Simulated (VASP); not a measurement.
Input of a VASP 6.6.1 run:

INCAR

```
SYSTEM = TaN
  PREC = Accurate
  ENCUT = 520
  EDIFF = 1E-6
  ISMEAR = 0
  SIGMA = 0.05
  LREAL = .FALSE.
  LASPH = .TRUE.
  NELM = 60
  ALGO = Normal
  ISIF = 2
  LWAVE = .FALSE.
  LCHARG = .FALSE.
  ISPIN = 2
  MAGMOM = 0.5 0.5 0 0
  LORBIT = 11
  LMAXMIX = 4
  LDAU = .TRUE.
  LDAUTYPE = 2
  LDAUL = 2 -1
  LDAUU = 2 0
  LDAUJ = 0 0
  LDAUPRINT = 1
  GGA = PS
  NBANDS = 28
```

Contents of KPOINTS:

```
Automatic mesh
0
G
  8 8 5
  0 0 0
```

File POSCAR:

```
TaN
1.0
    3.0500020400      0.0000000000      0.0000000000
   -1.5250010200      2.6413792500      0.0000000000
    0.0000000000      0.0000000000      4.9400015300
Ta N
2 2
Direct
    0.3333333333      0.6666666667      0.0000000000
    0.6666666667      0.3333333333      0.5000000000
    0.3333333333      0.6666666667      0.3850000000
    0.6666666667      0.3333333333      0.8850000000
```

Potentials or basis: VASP PAW PBE potentials, release 64 (Ta_pv, N).

Launch:

```sh
$ cat potpaw_PBE.64/Ta_pv/POTCAR potpaw_PBE.64/N/POTCAR > POTCAR
$ mpirun -np 1 vasp_std > vasp.out
```

(1) Estimate the net moment.

(2) Estimate the largest force.

(3) Predict the band gap on the k mesh.

## Answers

(1) 0.00 μB per cell.

(2) 2.473 eV/Å.

(3) none (metal or under the smearing width).

Caveat: the PAW data sets were made with another functional, which shifts forces and pressure a little.
